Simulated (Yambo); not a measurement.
BN: optical spectrum with PBEsol

**The experiment to reproduce.**

From a printed reference work, monograph, for a bulk crystal of BN at 300 K: band gap 6.4 eV (indirect).

Crystal: BN.

```xyz
2
Lattice="0.0000 1.8130 1.8130 1.8130 0.0000 1.8130 1.8130 1.8130 0.0000" Properties=species:S:1:pos:R:3 pbc="T T T"
N     0.9065    0.9065    0.9065
B     0.0000    0.0000    0.0000
```

The cell is a database's computed one.

```
Program                             : Yambo 5.3.0
Task                                : optical spectrum
Functional                          : PBEsol
Potentials or basis                 : PseudoDojo 0.4.1 SR PBEsol standard
Cutoff                              : 1143 eV
Density cutoff                      : 4572 eV
k mesh                              : 24 × 24 × 24
Occupations                         : fixed
Spin                                : no spin polarisation
k mesh of the self-consistent run   : 24 × 24 × 24
Direction of the field or of q to 0 : x
Broadening                          : 0.05 eV
Kernel                              : Hartree (RPA with local fields)
Top of the energy range             : 15 eV
Energy points                       : 150
Correction of the levels            : none
Bands in the response               : 29
Cutoff of the response matrix       : 4 Ry
```

```
Band gap on the k mesh, mean-field level                              : 4.33 eV, indirect (least direct gap 8.78 eV)
Absorption peak                                                       : 11.98 eV
Electronic dielectric constant along the field                        : 4.47
Electronic dielectric constant along the field, independent particles : 4.72
```

Dielectric function (along the field direction of the input):
```tsv
energy (eV)	real part	imaginary part
0.30	4.48	0.01
0.60	4.48	0.01
1.01	4.50	0.01
1.41	4.52	0.01
1.71	4.54	0.01
2.11	4.58	0.01
2.52	4.62	0.02
2.92	4.68	0.02
3.22	4.72	0.02
3.62	4.80	0.02
4.03	4.88	0.02
4.43	4.98	0.02
4.73	5.07	0.02
5.13	5.20	0.02
5.54	5.36	0.03
5.94	5.55	0.03
6.24	5.71	0.03
6.64	5.97	0.04
7.05	6.28	0.05
7.45	6.69	0.06
7.75	7.07	0.08
8.15	7.77	0.11
8.56	8.92	0.21
8.96	10.31	1.68
9.26	11.00	2.61
9.66	10.61	6.57
10.07	8.21	7.45
10.47	7.16	6.67
10.77	8.47	9.03
11.17	8.80	9.72
11.58	8.68	11.55
11.98	4.02	15.99
12.28	-0.64	13.43
12.68	-2.40	7.64
13.09	-0.98	8.88
13.49	-2.76	6.39
13.79	-1.33	4.65
14.19	-0.53	6.72
14.60	-3.56	7.52
15.00	-2.96	5.33
```

Wall time 2.7 min on 1 thread of Arm Neoverse V2, on a shared host.

Against the measured gap of BN, 6.4 eV (indirect; 300 K; a printed reference work, monograph), the calculated 4.33 eV is off by -2.07 eV. The value is that of PBEsol on a finite k mesh, which can miss the band edges, without temperature or zero-point motion. Semilocal functionals fall short of measured gaps as a rule. The cell is a database's relaxed one, not the measured one, which moves gaps too.

Caveat: these spectra lack excitons.
